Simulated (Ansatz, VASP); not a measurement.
# One calculation of FeO (Wuestite), two programs

```xyz
2
Lattice="0.0000 2.1554 2.1554 2.1554 0.0000 2.1554 2.1554 2.1554 0.0000" Properties=species:S:1:pos:R:3 pbc="T T T"
Fe    0.0000    0.0000    0.0000
O     2.1554    2.1554    2.1554
```

Alike in both runs: task single point; functional PBE; k mesh 8 × 8 × 8; occupations gaussian, width 0.05 eV; collinear spin.

|  | VASP | Ansatz |
| --- | --- | --- |
| version | VASP 6.6.1 | Ansatz 0.2.0 |
| potentials or method | VASP PAW PBE potentials, release 64 (Fe, O) | scalar-relativistic, plane waves, PAW |
| plane-wave cutoff (eV) | 520 | 420 |
| valence electrons in the cell | 14 | 22 |

Ansatz gave:

```
gap on the k mesh at the Fermi level (eV)                     : none
pressure (GPa)                                                : -0.2
net moment per atom (μB)                                      : 2.00
size of the moment on the site where the two differ most (μB) : 3.45
```

**Question.** What did VASP give for the same quantities?

**Answer.** gap on the k mesh at the Fermi level (eV): none; pressure (GPa): -0.2; net moment per atom (μB): 2.00; size of the moment on the site where the two differ most (μB): 3.62.

Site moments also hang on the region over which each program counts them. A gap of «none» marks a metal or a gap that the smearing closes. With one functional, cell and mesh, what is left measures potentials, basis and numerics. The two sets of potentials don't hold the same shells in valence.

Caveats: a cell with one magnetic atom can't hold antiferromagnetic order, which such compounds often take; semilocal functionals often make such compounds metallic where correlation or magnetic order opens a gap, which also shifts bond lengths.
